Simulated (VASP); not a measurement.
HfC: equation of state with r2SCAN

Crystal: HfC.

```xyz
2
Lattice="0.0000 2.3169 2.3169 2.3169 0.0000 2.3169 2.3169 2.3169 0.0000" Properties=species:S:1:pos:R:3 pbc="T T T"
Hf    2.3169    2.3169    2.3169
C     0.0000    0.0000    0.0000
```

```json
{"Program": "VASP 6.6.1", "Task": "equation of state", "Functional": "r2SCAN", "Potentials or basis": "VASP PAW PBE potentials, release 64 (Hf_pv, C)", "Cutoff": "520 eV", "k mesh": "8 × 8 × 8", "Occupations": "fermi-dirac, width 0.05 eV", "Spin": "no spin polarisation", "Ladder": "gaps", "Further INCAR settings": "ALGO = Normal; EDIFF = 1e-06"}
```

The equilibrium volume is 12.44 Å³/atom, the bulk modulus is 251 GPa and the pressure derivative of the bulk modulus is 4.0 (rough: it moves with the points fitted).

Energy against volume, from the lowest point:
| volume (Å³/atom) | energy (meV/atom) |
| --- | --- |
| 11.939 | 17.21 |
| 12.188 | 4.28 |
| 12.437 | 0.00 |
| 12.685 | 3.54 |
| 12.934 | 14.16 |

All runs of the series together: 4.3 min on 1 thread of AMD EPYC 7R13 Processor (Zen 3), on a shared host.

Caveat: the PAW data sets were made with another functional, which shifts forces and pressure a little. The run has no spin-orbit coupling, so splittings on Hf are missing.
